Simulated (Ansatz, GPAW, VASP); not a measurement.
## NaI: 3 runs at one level of theory

```
I Na
1.0
     0.00000    3.23640    3.23640
     3.23640    0.00000    3.23640
     3.23640    3.23640    0.00000
I Na
1 1
Direct
  0.50000 0.50000 0.50000
  0.00000 0.00000 0.00000
```

Alike in all runs: task single point; functional PBE; k mesh 7 × 7 × 7; occupations gaussian, width 0.1 eV; no spin polarisation; no spin-orbit coupling. Pressure is positive in compression and, in plane waves, holds the error of the finite cutoff.

```csv
program and potentials,plane-wave cutoff (eV),notes,pressure (GPa)
"VASP, PBE PAW files I, Na_pv, 520 eV",520,-,0.44
"Ansatz, all-electron LAPW, scalar-relativistic",-,-,?
"GPAW, GPAW PAW data sets (gpaw-data 1.2.1)",800,-,0.44
```

**Question.** Estimate from the other rows what the run with Ansatz, all-electron LAPW, scalar-relativistic gave.

**Answer.** Pressure 0.43 GPa. The other rows, which needn't bracket it: pressure 0.44.
